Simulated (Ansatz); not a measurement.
Input of an Ansatz 0.2.0 run:

File input.yaml:

```yaml
crystal:
  lattice:
    - [0.0, 2.82685, 2.82685]
    - [2.82685, 0.0, 2.82685]
    - [2.82685, 2.82685, 0.0]
  atoms:
    - { symbol: As, position: [0.75, 0.75, 0.75] }
    - { symbol: Ga, position: [0.0, 0.0, 0.0] }
kpoints:
  mp_grid: { grid: [8, 8, 8] }
scf:
  occupations: { method: fixed }
hamiltonian:
  xc: lda
  pseudopotentials: { kind: all_electron, datasets: crystal }
output: {}
dielectric: {}
```

Potentials or basis: all-electron PAW datasets made for the crystal.

Launch:

```sh
$ ansatz run input.yaml --threads 1 --pin off --max-ram 3072MiB --backend cpu --events-out ev --progress --plain --runs-dir out
```

What does it give for the electronic dielectric tensor (diagonal)?

14.03.

Predict the Born charges (mean of the diagonal).

As -2.14; Ga +2.14 e.

Predict the band gap on the k mesh.

0.28 eV, direct.

Born effective charge tensors (e):
atom 1, As
```
-2.14  0.00  0.00
 0.00 -2.14  0.00
 0.00  0.00 -2.14
```
atom 2, Ga
```
2.14 0.00 0.00
0.00 2.14 0.00
0.00 0.00 2.14
```

Caveat: the gap is small at this level, which inflates the dielectric constant; the program warned that the printed levels may be off, so bands, gaps and densities of states are rough.

**What was measured.**

“Evidence of valence band perturbations in GaAsN/GaAs(001): A combined variable-angle spectroscopic ellipsometry and modulated photoreflectance investigation”, 2008, arxiv:0805.2212 reports, for a bulk crystal of GaAs at 300 K: band gap 1.412 ± 0.01 eV (direct).

From a printed reference work, textbook, for a bulk crystal of GaAs at 300 K: high-frequency dielectric constant 10.89.

Against the measured gap of GaAs, 1.412 eV (direct; 300 K; “Evidence of valence band perturbations in GaAsN/GaAs(001): A combined variable-angle spectroscopic ellipsometry and modulated photoreflectance investigation”, 2008, arxiv:0805.2212), the calculated 0.28 eV is off by -1.13 eV. So large a miss can be the level of theory's own, or it may mean another phase, state or a wrong row. 3 values of this kind are on record (1.412 to 1.51 eV); this one was drawn at random among those near their median, those with a stated uncertainty first. Spin-orbit coupling on As, Ga is left out. The value is that of LDA, without temperature or zero-point motion. Semilocal functionals fall short of measured gaps as a rule. Measured high-frequency dielectric constant of GaAs: 10.89 (300 K; a printed reference work, textbook). This calculation gives 14.03 (+28.8 %).
